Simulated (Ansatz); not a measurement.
Crystal: V.

```
V
1.0
    -1.51435    1.51435    1.51435
     1.51435   -1.51435    1.51435
     1.51435    1.51435   -1.51435
V
1
Direct
  0.00000 0.00000 0.00000
```

Base run:

- Program: Ansatz 0.2.0
- Functional: PBEsol
- Potentials or basis: Ansatz PAW
- Cutoff: 420 eV (not typed: the program's choice for these potentials)
- k mesh: 10 × 10 × 10
- Occupations: fermi-dirac, width 0.05 eV
- Spin: collinear spin, ferromagnetic start
- Starting moments: [2.5] μB
- Fixed moment: 2.5 μB

Its results: pressure 19.1 GPa; site moments V +2.02 μB.

After a change of settings the same cell gave: pressure 8.6 GPa; site moments V +1.61 μB. Which change was it?
A. fixed moment from 2.5 μB to 1 μB; moments at the start from [2.5] to [1.0]
B. fixed moment from 2.5 μB to 0.5 μB; moments at the start from [2.5] to [0.5]
C. fixed moment from 2.5 μB to 2 μB; moments at the start from [2.5] to [2.0]
D. fixed moment from 2.5 μB to 4 μB; moments at the start from [2.5] to [4.0]

C.

Caveats: the total moment is fixed, so each spin has its own Fermi level; the PAW data sets come from PBE, with cores solved anew for the run's functional, which leaves a small shift of forces and pressure; the thresholds are loose for stress.
